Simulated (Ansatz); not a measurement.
# TiSi2: projected density of states with PBE

TiSi2:

```
Ti Si
1.0
     0.00000    4.11752    4.26290
     2.38951    0.00000    4.26290
     2.38951    4.11752    0.00000
Ti Si
2 4
Direct
  0.75000 0.75000 0.75000
  0.50000 0.50000 0.50000
  0.41257 0.08743 0.41257
  0.08743 0.41257 0.08743
  0.16257 0.83743 0.16257
  0.83743 0.16257 0.83743
```

The cell is a database's computed one.

```
Program             : Ansatz 0.2.0
Task                : projected density of states
Functional          : PBE
Potentials or basis : Ansatz PAW
Cutoff              : 420 eV (not typed: the program's choice for these potentials)
k mesh              : 7 × 7 × 7
Occupations         : fermi-dirac, width 0.05 eV
Spin                : no spin polarisation
```

| Quantity | Value |
| --- | --- |
| Pressure | 2.1 GPa |
| Largest force | 0.020 eV/Å |
| Band gap on the k mesh | none (metal or under the smearing width) |
| Density of states at the Fermi level | 2.31 states/eV per cell |

Forces on the atoms (eV/Å):
```
Ti   0.000  0.000  0.000
Ti   0.000  0.000  0.000
Si   0.000  0.020  0.000
Si   0.000 -0.020  0.000
Si   0.000  0.020  0.000
Si   0.000 -0.020  0.000
```

Stress tensor (GPa, compression positive):
```
2.37 0.00 0.00
0.00 0.81 0.00
0.00 0.00 3.03
```

Levels at points of the mesh, in eV from the Fermi level:
```csv
k point,band 18,band 19,band 20,band 21,band 22,band 23
"(0.00, 0.00, 0.00)",-2.07,-1.78,-1.35,-0.93,2.08,3.14
```

States per cell in windows of 1 eV (zero at the Fermi level; states under -8 eV left out):
```tsv
from (eV)	total	Ti 3d	Si 3p	Si 3s	Ti 4s	Ti 3s	Ti 3p
-8.0	1.43	0.17	0.52	0.66	0.05	0.01	0.01
-7.0	1.29	0.16	0.46	0.59	0.06	0.01	0.01
-6.0	1.33	0.17	0.61	0.45	0.07	0.01	0.01
-5.0	1.98	0.27	1.28	0.27	0.10	0.02	0.02
-4.0	2.26	0.39	1.38	0.32	0.10	0.02	0.02
-3.0	3.27	0.83	1.97	0.30	0.07	0.01	0.03
-2.0	4.52	1.97	2.14	0.20	0.05	0.00	0.02
-1.0	3.54	2.23	1.04	0.10	0.02	0.00	0.01
0.0	2.00	1.41	0.43	0.05	0.01	0.00	0.00
1.0	2.65	1.87	0.45	0.16	0.03	0.00	0.00
2.0	5.29	3.39	1.07	0.50	0.07	0.01	0.00
3.0	4.86	2.62	0.92	0.67	0.22	0.01	0.00
4.0	4.85	1.80	1.58	0.50	0.32	0.02	0.00
5.0	3.33	0.85	1.42	0.24	0.20	0.01	0.00
6.0	3.78	0.64	1.87	0.20	0.23	0.02	0.00
7.0	3.18	0.40	1.51	0.11	0.23	0.02	0.00
```

Run time: 22 s on 2 threads of Arm Neoverse V1 (shared host), peak memory 0.53 GiB.

Caveat: the density of states is complete only up to the lowest level of the last band computed.
